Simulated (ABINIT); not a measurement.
# CdSe (Cadmoselite) (P6_3mc) in ABINIT: notebook

One crystal, CdSe (Cadmoselite), is run at these levels: PBE; tasks: single point.

All numbers are computed with ABINIT 10.8.3 (patched build); they aren't measurements. Logs are shortened: lines on timing, memory, paths and dates and some standing lists are left out, and cuts for length are marked. The log counts tension as positive stress, the text compression.

**Experimental background.**

From a printed reference work, data compilation, for a bulk crystal of CdSe at 2 K: band gap 1.841 eV.

The runs below are set against these values where they give the same quantity.

## (1) The crystal as given

It takes space group P6_3mc (No. 186, hexagonal). Conventional cell: a = 4.300 Å, b = 4.300 Å, c = 7.020 Å, α = 90.00°, β = 90.00°, γ = 120.00°. Around Cd (site symmetry 3m) lie 4 Se at 2.61 to 2.70 Å. Around Se (site symmetry 3m) lie 4 Cd at 2.61 to 2.70 Å.

## (2) Single point, PBE

run.abi reads:

```
pp_dirpath "./"
pseudos "Cd.upf, Se.upf"

acell 4.3 4.3 7.02 Angstrom
rprim
     1.0000000000     0.0000000000     0.0000000000
    -0.5000000000     0.8660254038     0.0000000000
     0.0000000000     0.0000000000     1.0000000000
ntypat 2
znucl 48 34
natom 4
typat 1 1 2 2
xcart
     4.0629111684     2.3457228563     6.6329386974
    -0.0000000004     4.6914457133     0.0000000000
     4.0629111684     2.3457228563    11.7403014945
    -0.0000000004     4.6914457133     5.1073627970

ecut 53.0

kptopt 1
ngkpt 6 6 3
nshiftk 1
shiftk 0.0 0.0 0.0

ixc 11

nband 44
occopt 3
tsmear 0.05 eV

nstep 100
tolvrs 1.0e-10

iomode 3
prtwf 0
prteig 0
prtebands 0
enunit 2
prtvol 2
prtden 1
prtvha 1
prtvclmb 1
prtpot 1
prtelf 1
```

Potentials or basis: PseudoDojo NC SR PBE v0.4.1 standard.

Command:

```sh
abinit run.abi > log 2>&1
```

run.abo:

```text
.Version 10.8.3 of ABINIT
 Symmetries : space group P6_3 m c (#186); Bravais hP (primitive hexag.)
================================================================================
 Values of the parameters that define the memory need of the present run
     intxc =       0    ionmov =       0      iscf =       7    lmnmax =       6
     lnmax =       6     mgfft =      90  mpssoang =       3    mqgrid =    4348
     natom =       4  nloc_mem =       1    nspden =       1   nspinor =       1
    nsppol =       1      nsym =      12    n1xccc =    2501    ntypat =       2
    occopt =       3   xclevel =       2
       mpw =       14009          nfft =      262440          nkpt =          14
================================================================================
================================================================================

--------------------------------------------------------------------------------
------------- Echo of variables that govern the present computation ------------
--------------------------------------------------------------------------------
 -outvars: echo values of preprocessed input variables --------
            acell      8.1258223414E+00  8.1258223414E+00  1.3265877404E+01 Bohr
              amu      1.12411000E+02  7.89600000E+01
             ecut      5.30000000E+01 Hartree
           enunit           2
              ixc          11
         kptrlatt        6    0    0      0    6    0      0    0    3
          kptrlen      3.97976322E+01
            natom           4
            nband          44
            ngfft          54      54      90
             nkpt          14
            nstep         100
             nsym          12
           ntypat           2
           occopt           3
        prtebands           0
           prteig           0
           prtelf           1
           prtpot           1
         prtvclmb           1
           prtvha           1
           prtvol           2
            prtwf           0
            rprim      1.0000000000E+00  0.0000000000E+00  0.0000000000E+00
                      -5.0000000000E-01  8.6602540380E-01  0.0000000000E+00
                       0.0000000000E+00  0.0000000000E+00  1.0000000000E+00
          spgroup         186
           tolvrs      1.00000000E-10
           tsmear      1.83746611E-03 Hartree
            typat      1  1  2  2
           xangst      2.1499999993E+00  1.2413030775E+00  3.5100000000E+00
                      -7.1484707426E-10  2.4826061563E+00  0.0000000000E+00
                       2.1499999993E+00  1.2413030775E+00  6.2126999982E+00
                      -7.1484707426E-10  2.4826061563E+00  2.7026999982E+00
            xcart      4.0629111694E+00  2.3457228557E+00  6.6329387019E+00
                      -1.3508651923E-09  4.6914457139E+00  0.0000000000E+00
                       4.0629111694E+00  2.3457228557E+00  1.1740301499E+01
                      -1.3508651923E-09  4.6914457139E+00  5.1073627970E+00
             xred      6.6666666633E-01  3.3333333299E-01  5.0000000000E-01
                       3.3333333300E-01  6.6666666632E-01  0.0000000000E+00
                       6.6666666633E-01  3.3333333299E-01  8.8499999974E-01
                       3.3333333300E-01  6.6666666632E-01  3.8499999974E-01
            znucl       48.00000   34.00000

================================================================================

 chkinp: Checking input parameters for consistency.

================================================================================
== DATASET  1 ==================================================================

--- !DatasetInfo
iteration_state: {dtset: 1, }
dimensions: {natom: 4, nkpt: 14, mband: 44, nsppol: 1, nspinor: 1, nspden: 1, mpw: 14009, }
cutoff_energies: {ecut:  53.0, pawecutdg:  -1.0, }
electrons: {nelect:   7.20000000E+01, charge:   0.00000000E+00, occopt:   3.00000000E+00, tsmear:   1.83746611E-03, }
meta: {optdriver: 0, ionmov: 0, optcell: 0, iscf: 7, paral_kgb: 0, }
...

 Exchange-correlation functional for the present dataset will be:
  GGA: Perdew-Burke-Ernzerhof functional - ixc=11
  J.P.Perdew, K.Burke, M.Ernzerhof, PRL 77, 3865 (1996)

 Real(R)+Recip(G) space primitive vectors, cartesian coordinates (Bohr,Bohr^-1):
 R(1)=  8.1258223  0.0000000  0.0000000  G(1)=  0.1230645  0.0710513  0.0000000
 R(2)= -4.0629112  7.0371686  0.0000000  G(2)=  0.0000000  0.1421026  0.0000000
 R(3)=  0.0000000  0.0000000 13.2658774  G(3)=  0.0000000  0.0000000  0.0753814
[... 213 lines left out ...]
    2      -0.000000000000      0.000000000000     -0.073421904530
    3       0.000000000000      0.000000000000      0.073452370407
    4       0.000000000000      0.000000000000      0.073452370407

 cartesian coordinates (angstrom) at end:
    1      2.14999999928515     1.24130307750442     3.51000000000000
    2     -0.00000000071485     2.48260615628442     0.00000000000000
    3      2.14999999928515     1.24130307750442     6.21269999817912
    4     -0.00000000071485     2.48260615628442     2.70269999817912

 cartesian forces (hartree/bohr) at end:
    1      0.00000000000000     0.00000000000000     0.00553579195953
    2      0.00000000000000    -0.00000000000000     0.00553579195953
    3     -0.00000000000000     0.00000000000000    -0.00553579195953
    4     -0.00000000000000     0.00000000000000    -0.00553579195953
 frms,max,avg= 3.1960910E-03 5.5357920E-03   0.000E+00  0.000E+00 -1.148E-06 h/b

 cartesian forces (eV/Angstrom) at end:
    1      0.00000000000000     0.00000000000000     0.28466186787103
    2      0.00000000000000    -0.00000000000000     0.28466186787103
    3     -0.00000000000000     0.00000000000000    -0.28466186787103
    4     -0.00000000000000     0.00000000000000    -0.28466186787103
 frms,max,avg= 1.6434961E-01 2.8466187E-01   0.000E+00  0.000E+00 -5.905E-05 e/A
 length scales=  8.125822341403  8.125822341403 13.265877403873 bohr
              =  4.300000000000  4.300000000000  7.020000000000 angstroms
 Fermi (or HOMO) energy (hartree) =   0.16067   Average Vxc (hartree)=  -0.34317
 Eigenvalues (hartree) for nkpt=  14  k points:
 kpt#   1, nband= 44, wtk=  0.00926, kpt=  0.0000  0.0000  0.0000 (reduced coord)
  -3.58978   -3.58978   -2.15889   -2.15888   -2.15880   -2.15880   -2.15879   -2.15879
  -1.56959   -1.56959   -1.56959   -1.56959   -1.56899   -1.56899   -1.56899   -1.56899
  -1.56892   -1.56892   -0.31602   -0.30254   -0.14463   -0.14463   -0.14259   -0.14259
  -0.14234   -0.13150   -0.13150   -0.12914   -0.12914   -0.11882   -0.00875    0.12046
   0.12046    0.14638    0.14675    0.14675    0.17250    0.22473    0.36326    0.36326
   0.37265    0.40409    0.40409    0.43017
      occupation numbers for kpt#   1
   2.00000    2.00000    2.00000    2.00000    2.00000    2.00000    2.00000    2.00000
   2.00000    2.00000    2.00000    2.00000    2.00000    2.00000    2.00000    2.00000
   2.00000    2.00000    2.00000    2.00000    2.00000    2.00000    2.00000    2.00000
   2.00000    2.00000    2.00000    2.00000    2.00000    2.00000    2.00000    2.00000
   2.00000    1.99916    1.99897    1.99897    0.00319    0.00000    0.00000    0.00000
   0.00000    0.00000    0.00000    0.00000
 kpt#   2, nband= 44, wtk=  0.05556, kpt=  0.1667  0.0000  0.0000 (reduced coord)
  -3.58978   -3.58978   -2.15889   -2.15888   -2.15880   -2.15880   -2.15880   -2.15879
  -1.56959   -1.56959   -1.56959   -1.56958   -1.56899   -1.56899   -1.56899   -1.56899
[... 164 lines left out ...]
   0.00000    0.00000    0.00000    0.00000
 kpt#  14, nband= 44, wtk=  0.03704, kpt=  0.3333  0.3333  0.3333 (reduced coord)
  -3.58978   -3.58978   -2.15889   -2.15889   -2.15880   -2.15880   -2.15880   -2.15880
  -1.56959   -1.56959   -1.56959   -1.56959   -1.56899   -1.56899   -1.56899   -1.56899
  -1.56892   -1.56892   -0.29868   -0.29868   -0.13970   -0.13736   -0.13736   -0.13675
  -0.13164   -0.13146   -0.13146   -0.13083   -0.11477   -0.11477   -0.00258   -0.00258
   0.04452    0.06765    0.10118    0.10118    0.29624    0.29624    0.33658    0.37789
   0.37789    0.38990    0.46741    0.46757
      occupation numbers for kpt#  14
   2.00000    2.00000    2.00000    2.00000    2.00000    2.00000    2.00000    2.00000
   2.00000    2.00000    2.00000    2.00000    2.00000    2.00000    2.00000    2.00000
   2.00000    2.00000    2.00000    2.00000    2.00000    2.00000    2.00000    2.00000
   2.00000    2.00000    2.00000    2.00000    2.00000    2.00000    2.00000    2.00000
   2.00000    2.00000    2.00000    2.00000    0.00000    0.00000    0.00000    0.00000
   0.00000    0.00000    0.00000    0.00000
 Fermi (or HOMO) energy (eV) =   4.37209   Average Vxc (eV)=  -9.33809
 Eigenvalues (   eV  ) for nkpt=  14  k points:
 kpt#   1, nband= 44, wtk=  0.00926, kpt=  0.0000  0.0000  0.0000 (reduced coord)
 -97.68278  -97.68277  -58.74645  -58.74618  -58.74382  -58.74382  -58.74377  -58.74377
 -42.71060  -42.71060  -42.71059  -42.71059  -42.69446  -42.69446  -42.69440  -42.69440
 -42.69258  -42.69251   -8.59939   -8.23255   -3.93570   -3.93570   -3.88010   -3.88010
  -3.87328   -3.57839   -3.57839   -3.51406   -3.51406   -3.23324   -0.23820    3.27783
   3.27783    3.98331    3.99340    3.99340    4.69408    6.11532    9.88468    9.88468
  10.14045   10.99594   10.99594   11.70563
 kpt#   2, nband= 44, wtk=  0.05556, kpt=  0.1667  0.0000  0.0000 (reduced coord)
 -97.68278  -97.68277  -58.74643  -58.74619  -58.74387  -58.74383  -58.74382  -58.74378
 -42.71062  -42.71061  -42.71059  -42.71058  -42.69447  -42.69446  -42.69441  -42.69440
 -42.69257  -42.69251   -8.51488   -8.19218   -3.90130   -3.88704   -3.83936   -3.83618
  -3.82619   -3.59328   -3.57921   -3.54012   -3.50904   -3.18878   -0.07725    2.19860
   2.57341    2.94505    3.77788    3.79613    6.01054    7.10209    9.27986   10.20534
  10.30904   10.84828   11.24512   11.64152
 kpt#   3, nband= 44, wtk=  0.05556, kpt=  0.3333  0.0000  0.0000 (reduced coord)
 -97.68278  -97.68277  -58.74638  -58.74623  -58.74397  -58.74394  -58.74386  -58.74380
 -42.71067  -42.71066  -42.71058  -42.71056  -42.69448  -42.69446  -42.69443  -42.69439
[... 66 lines left out ...]
  10.13766   10.55984   11.34759   12.03461
 kpt#  13, nband= 44, wtk=  0.22222, kpt=  0.3333  0.1667  0.3333 (reduced coord)
 -97.68277  -97.68277  -58.74632  -58.74628  -58.74399  -58.74397  -58.74389  -58.74386
 -42.71068  -42.71067  -42.71059  -42.71058  -42.69447  -42.69446  -42.69444  -42.69440
 -42.69251  -42.69250   -8.18864   -8.12910   -3.80447   -3.78505   -3.73876   -3.73242
  -3.61276   -3.60081   -3.54539   -3.53097   -3.28586   -3.15889   -0.12965    0.13503
   1.77408    2.31294    2.41967    3.04194    7.36925    8.08241    9.06383    9.49868
  10.18773   11.12270   11.94927   12.40814
 kpt#  14, nband= 44, wtk=  0.03704, kpt=  0.3333  0.3333  0.3333 (reduced coord)
 -97.68277  -97.68277  -58.74630  -58.74630  -58.74396  -58.74396  -58.74395  -58.74391
 -42.71064  -42.71064  -42.71064  -42.71063  -42.69447  -42.69447  -42.69444  -42.69440
 -42.69250  -42.69250   -8.12754   -8.12754   -3.80137   -3.73784   -3.73784   -3.72116
  -3.58215   -3.57726   -3.57726   -3.55998   -3.12314   -3.12314   -0.07034   -0.07034
   1.21157    1.84092    2.75335    2.75335    8.06111    8.06111    9.15874   10.28288
  10.28288   10.60980   12.71878   12.72312
 Total charge density [el/Bohr^3]
)     Maximum=    2.5719E+00  at reduced coord.    0.6111    0.2407    0.4889
)Next maximum=    2.5719E+00  at reduced coord.    0.2407    0.6111    0.9889
)     Minimum=    9.5506E-04  at reduced coord.    0.0000    0.0000    0.1778
)Next minimum=    9.5506E-04  at reduced coord.    0.0000    0.0000    0.6778
   Integrated=    7.2000E+01

--- !EnergyTerms
iteration_state     : {dtset: 1, }
comment             : Components of total free energy in Hartree
kinetic             :  2.79794614904697E+02
hartree             :  2.02005441212475E+02
xc                  : -9.69209496282184E+01
Ewald energy        : -3.05864710017618E+02
psp_core            :  1.00035506210473E+01
local_psp           : -5.84605094610367E+02
non_local_psp       : -9.76423328141012E+01
internal            : -5.93229480332086E+02
'-kT*entropy'       : -8.91959362677870E-07
total_energy        : -5.93229481224046E+02
total_energy_eV     : -1.61425965460904E+04
band_energy         : -7.46805897180735E+01
...

 Cartesian components of stress tensor (hartree/bohr^3)
  sigma(1 1)= -1.26951035E-04  sigma(3 2)=  0.00000000E+00
  sigma(2 2)= -1.26951036E-04  sigma(3 1)=  0.00000000E+00
  sigma(3 3)= -5.73393057E-05  sigma(2 1)=  0.00000000E+00

-Cartesian components of stress tensor (GPa)         [Pressure=  3.0523E+00 GPa]
- sigma(1 1)= -3.73502841E+00  sigma(3 2)=  0.00000000E+00
- sigma(2 2)= -3.73502842E+00  sigma(3 1)=  0.00000000E+00
- sigma(3 3)= -1.68698062E+00  sigma(2 1)=  0.00000000E+00

== END DATASET(S) ==============================================================
================================================================================

 -outvars: echo values of variables after computation  --------
            acell      8.1258223414E+00  8.1258223414E+00  1.3265877404E+01 Bohr
           etotal     -5.9322948122E+02
            fcart      1.0858297778E-24  6.2690411448E-25  5.5357919595E-03
                       0.0000000000E+00 -1.2538082290E-24  5.5357919595E-03
                      -5.4291488889E-25  3.1345205724E-25 -5.5357919595E-03
                      -5.4291488889E-25  3.1345205724E-25 -5.5357919595E-03
            rprim      1.0000000000E+00  0.0000000000E+00  0.0000000000E+00
                      -5.0000000000E-01  8.6602540380E-01  0.0000000000E+00
                       0.0000000000E+00  0.0000000000E+00  1.0000000000E+00
           strten     -1.2695103524E-04 -1.2695103571E-04 -5.7339305702E-05
                       0.0000000000E+00  0.0000000000E+00  0.0000000000E+00
           xangst      2.1499999993E+00  1.2413030775E+00  3.5100000000E+00
                      -7.1484707426E-10  2.4826061563E+00  0.0000000000E+00
                       2.1499999993E+00  1.2413030775E+00  6.2126999982E+00
                      -7.1484707426E-10  2.4826061563E+00  2.7026999982E+00
             xred      6.6666666633E-01  3.3333333299E-01  5.0000000000E-01
                       3.3333333300E-01  6.6666666632E-01  0.0000000000E+00
                       6.6666666633E-01  3.3333333299E-01  8.8499999974E-01
                       3.3333333300E-01  6.6666666632E-01  3.8499999974E-01
 Calculation completed.
```

It took 7.3 min on 1 thread of Arm Neoverse V2, shared host; peak memory 0.26 GiB.

Results:

```
Free energy                                           : -16142.5965 eV
Pressure                                              : 3.1 GPa
Largest force                                         : 0.285 eV/Å
Band gap on the k mesh                                : 0.70 eV, direct
Valence electrons inside the program's atomic spheres : Cd 17.17; Se 13.25
```

Forces in eV/Å, atoms in the order of the input:
```
Cd   0.000  0.000  0.285
Cd   0.000  0.000  0.285
Se   0.000  0.000 -0.285
Se   0.000  0.000 -0.285
```

Stress tensor (GPa, compression positive):
```
3.74 0.00 0.00
0.00 3.74 0.00
0.00 0.00 1.69
```

Levels at points of the mesh, in eV from the valence-band top:
| k point | band 34 | band 35 | band 36 | band 37 | band 38 | band 39 |
| --- | --- | --- | --- | --- | --- | --- |
| (0.00, 0.00, 0.00) | -0.01 | 0.00 | 0.00 | 0.70 | 2.12 | 5.89 |
| (0.50, 0.00, 0.00) | -1.85 | -1.23 | -0.83 | 3.23 | 3.31 | 4.81 |

## (3) Single point, PBE

run.abi: that of step 2 with these lines changed.

```diff
@@ -18,3 +18,3 @@
 
-ecut 53.0
+ecut 51.0
```

Potentials or basis: PseudoDojo NC SR PBE v0.5 standard.

Command:

```sh
abinit run.abi > log 2>&1
```

It took 7 min on 1 thread of Arm Neoverse V2, shared host; peak memory 0.25 GiB.

Results (log left out):

```yaml
Free_energy: -16142.5957 eV
Pressure: 3.0 GPa
Largest_force: 0.285 eV/Å
Band_gap_on_the_k_mesh: 0.70 eV, direct
Valence_electrons_inside_the_program's_atomic_spheres: Cd 17.17; Se 13.25
```

Forces on the atoms (eV/Å):
```
Cd   0.000  0.000  0.285
Cd   0.000  0.000  0.285
Se   0.000  0.000 -0.285
Se   0.000  0.000 -0.285
```

Stress tensor (GPa, compression positive):
```
3.71 0.00 0.00
0.00 3.71 0.00
0.00 0.00 1.66
```

Levels at points of the mesh, in eV from the valence-band top:
```csv
k point,band 34,band 35,band 36,band 37,band 38,band 39
"(0.00, 0.00, 0.00)",-0.01,0.00,0.00,0.70,2.12,5.89
"(0.50, 0.00, 0.00)",-1.85,-1.23,-0.83,3.23,3.32,4.81
```

## (4) Single point, PBE

run.abi: that of step 3 with these lines changed.

```diff
@@ -1,3 +1,3 @@
 pp_dirpath "./"
-pseudos "Cd.upf, Se.upf"
+pseudos "Cd_ONCV_PBE-1.2.upf, Se_ONCV_PBE-1.2.upf"
 
@@ -18,3 +18,3 @@
 
-ecut 51.0
+ecut 22.0
 
@@ -27,3 +27,3 @@
 
-nband 44
+nband 32
 occopt 3
```

Potentials or basis: SG15 NC PBE v1.2.

Command:

```sh
abinit run.abi > log 2>&1
```

It took 66 s on 1 thread of Arm Neoverse V2, shared host; peak memory 0.09 GiB.

Results (log left out):

| Item | Value |
| --- | --- |
| Free energy | -8976.1883 eV |
| Pressure | 3.2 GPa |
| Largest force | 0.289 eV/Å |
| Band gap on the k mesh | 0.69 eV, direct |
| Valence electrons inside the program's atomic spheres | Cd 17.06; Se 3.26 |

Forces in eV/Å, atoms in the order of the input:
```
Cd   0.000  0.000  0.289
Cd   0.000  0.000  0.289
Se   0.000  0.000 -0.289
Se   0.000  0.000 -0.289
```

Stress tensor (GPa, compression positive):
```
3.87 0.00 0.00
0.00 3.87 0.00
0.00 0.00 1.79
```

Levels at points of the mesh, in eV from the valence-band top:
```tsv
k point	band 22	band 23	band 24	band 25	band 26	band 27	band 28	band 29	band 30	band 31
(0.00, 0.00, 0.00)	-0.72	-0.72	-0.01	0.00	0.00	0.69	2.11	5.88	5.88	6.14
(0.50, 0.00, 0.00)	-3.71	-2.56	-1.85	-1.24	-0.83	3.22	3.30	4.80	6.15	6.65
```

(Continued in part 2 of 2.)
